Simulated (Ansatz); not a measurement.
Tunnelling through a barrier is set by its complex band structure: the current falls as exp(−2κd) with the smallest κ.

Input:

```xyz
2
Lattice="4.1586 0.0000 0.0000 2.0339 6.2377 0.0000 1.0170 3.1189 2.5559" Properties=species:S:1:pos:R:3 pbc="T T T"
Ge     5.2175     5.2556     0.0000
Te     0.9750     0.9821     0.0000
```

The cell is taken as given; by r2SCAN it stands under a pressure of -0.9 GPa.

Transport runs along the normal of the first two printed cell vectors, the (110) plane of the conventional cell.

The gap is the functional's own, uncorrected, and κ follows it; spin-orbit coupling is left out. Mid-gap means the computed energy nearest the middle.

**Question.** Give the band gap and the smallest decay constant κ at mid-gap that Ansatz (a program for electronic structure) with r2SCAN yields.

**Answer.** Gap 0.88 eV on a 12×12×12 mesh; κ = 0.093 1/Å, at (0.500, 0.000) of the in-plane reciprocal vectors. At the zone centre the slowest state has κ = 0.12 1/Å.
